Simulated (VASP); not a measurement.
Set up this calculation in VASP 6.6.1, as the native input.

```
Task                   : single point
Functional             : PBE
Potentials or basis    : VASP PAW PBE potentials, release 64 (C, O, H)
Cutoff                 : 520 eV
k mesh                 : 1 × 1 × 1
Occupations            : fermi-dirac, width 0.05 eV
Spin                   : no spin polarisation
Dipole correction      : no
Further INCAR settings : LREAL = Auto; ALGO = Fast; EDIFF = 1e-06; NBANDS = 92
```

The structure of H6C5O7 lies in POSCAR:

```
H6C5O7
1.0
    6.3957250000      0.0000000000      0.0000000000
    0.0000000000      6.3957250000      0.0000000000
    0.0000000000      0.0000000000      6.3957250000
C O H
10 14 12
Direct
    0.0417466354      0.1079158344      0.9507600780
   -0.0694839131      0.2204910311      1.1055353381
    0.2273549910      0.6139413436      0.7940772938
    0.1426108846      0.7449038225      0.6267780431
    0.6138631664      0.7908876632      0.5109975804
    0.5050404763      0.9587341545      0.9497281387
    0.3222621360      0.4205621724      0.0964081476
    0.2762782953      0.1516325358      0.4995055291
    0.8697841136      0.7904342354      0.0612440341
    0.6941668067      0.3989070825      0.4599791267
   -0.2801402499      0.2111879419      1.0552673856
    0.0317712222      0.6273565546      0.4825410724
    0.4666085549      0.6874435658      0.4512076426
    0.7272201353      0.9256495550      0.5592485606
    0.5038365471      1.0286558600      0.7852276325
    0.4530057187      0.8485355452      1.0964824160
    0.4054583335      0.2883488580     -0.0025485774
    0.2150968029      0.5312767513      0.1794323552
    0.1480363837      0.2256663631      0.5921455347
    0.4186233773      0.1335579625      0.3768142001
    0.7891990353      0.7157593549     -0.0869643395
    0.8952073455      0.8807289244      0.2152687928
    0.6578613058      0.3319092050      0.6219623264
    0.7286898671      0.4843547839      0.2992467625
   -0.3451055197      0.3060950870      1.1518162523
   -0.0517845905      0.1405626415      1.2590284917
   -0.0201697227      0.3725769948      1.1453900848
    0.1556195740      0.1648288505      0.8655625437
    0.1406564541      0.0008443140      1.0388345340
   -0.0565377655      0.0236095204      0.8517877176
   -0.0148536718      0.7317231432      0.3825680435
    0.0031114534      0.8475505123      0.6664608000
    0.2613620817      0.8143251938      0.5519780791
    0.2531534736      0.7325205508      0.9131411998
    0.0821798936      0.5259450649      0.8266615591
    0.3898697958      0.5506803373      0.7473429517
```

The cell was built by a generator and needn't be a form met in nature.

One way to write it, as run:

INCAR

```
ALGO = Fast
EDIFF = 1E-6
ENCUT = 520
GGA = PE
ISIF = 2
ISMEAR = -1
LASPH = True
LCHARG = False
LREAL = Auto
LWAVE = False
NBANDS = 92
NELM = 100
PREC = Accurate
SIGMA = 0.05
```

KPOINTS

```
k-points
0
Gamma
  1 1 1
```

Potentials or basis: VASP PAW PBE potentials, release 64 (C, O, H).

Run with:

```console
$ cat potpaw_PBE.64/C/POTCAR potpaw_PBE.64/O/POTCAR potpaw_PBE.64/H/POTCAR > POTCAR
$ mpirun -np 1 vasp_gam > vasp.out
```

Results of the run:

```yaml
Pressure: 31.2 GPa
Largest_force: 8.187 eV/Å
Band_gap_on_the_k_mesh: 3.16 eV, direct
```

Caveat: a pressure of tens of GPa on the cell as given is suspect, and the run, the potentials or the cell itself is likely at fault; the standard files for N, O and F lose accuracy on very short bonds.

Wall time 38 s on 1 thread of Intel(R) Xeon(R) Platinum 8488C (Sapphire Rapids), on a shared host, peak memory 0.3 GiB.
